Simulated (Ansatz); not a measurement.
## Zone-centre phonons of TiAl at 11 GPa: input and output

Level of theory: Ansatz 0.2.0, DFT PBE, scalar-relativistic, plane waves, PAW.

Launched with:
```bash
ansatz run input.yaml --threads 1 --pin off --max-ram 3072MiB --backend cpu --events-out ev --progress --plain --runs-dir out
```

Input (bare energies are in eV):
```yaml
crystal:
  lattice:
    - [2.7492831114, 0.0, 0.0]
    - [0.0, 2.7492831114, 0.0]
    - [0.0, 0.0, 3.9615676366]
  atoms:
    - { symbol: Ti, position: [0.0, 0.0, 0.0] }
    - { symbol: Al, position: [0.5, 0.5, 0.5] }
basis:
  ecutwfc: 420
kpoints:
  mp_grid: { grid: [16, 16, 10] }
hamiltonian:
  xc: pbe
scf:
  occupations: { method: fermi_dirac, width: 0.15 }
output:
  eigenvalues: true
phonons:
  method: dfpt
  eigenvectors: true
```

The end of the output:
```
--- Phonons (Γ-DFPT): 4 representative perturbations + reference, on 486 of 2560 k-points (Σ response iterations 12) ---
  k mesh reduced under 8 symmetry operations, with k and −k counted as one. Each operation leaves every solved displacement unchanged or reverses it
  ASR residual: 2.616e-3 → 0.000e0 eV/Å²; symmetrization residual: 5.890e-6 eV/Å²
  ASR residual per site (eV/Å²): 2.62e-3 9.35e-5
  Γ frequencies (cm⁻¹): 0.00 0.00 0.00 293.20 293.20 352.04
  non-analytic LO–TO correction: not included (Born effective charges unavailable; polar crystals: no LO–TO splitting at Γ)
```

Time: 68 s on 1 thread of AMD EPYC 7R43 64-Core Processor (Zen 3), with other jobs on the host, peak memory 0.88 GiB.

In a metal, frequencies and elastic constants depend on the k mesh and the smearing, soft modes and shear constants most. Other phases may be more stable at this pressure.